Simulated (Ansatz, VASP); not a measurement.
**TaN: VASP beside Ansatz**

```
CELL_PARAMETERS angstrom
0.00000 2.19891 2.19891
2.19891 0.00000 2.19891
2.19891 2.19891 0.00000
ATOMIC_POSITIONS crystal
Ta 0.50000 0.50000 0.50000
N 0.00000 0.00000 0.00000
```

Alike in both runs: functional r2SCAN; k mesh 8 × 8 × 8; occupations gaussian, width 0.1 eV; no spin polarisation.

Ansatz relaxed the structure, and its values are those at the end. VASP's run is a single point on that final structure, the one shown.

|  | VASP | Ansatz |
| --- | --- | --- |
| version | VASP 6.6.1 | Ansatz 0.2.0 |
| potentials or method | VASP PAW PBE potentials, release 64 (Ta_pv, N) | scalar-relativistic, plane waves, PAW |
| plane-wave cutoff (eV) | 520 | 500 |
| valence electrons in the cell | 16 | 18 |

```csv
,VASP,Ansatz,Ansatz less VASP
gap on the k mesh at the Fermi level (eV),none,none,-
pressure (GPa),1.8,-0.2,-1.94
```

A gap of «none» marks a metal or a gap that the smearing closes. With one functional, cell and mesh, what is left measures potentials, basis and numerics. The two sets of potentials don't hold the same shells in valence.

Caveats: the PAW data sets were made with another functional, which shifts forces and pressure a little (VASP). Spin-orbit coupling is left out, which matters for the levels of Ta.
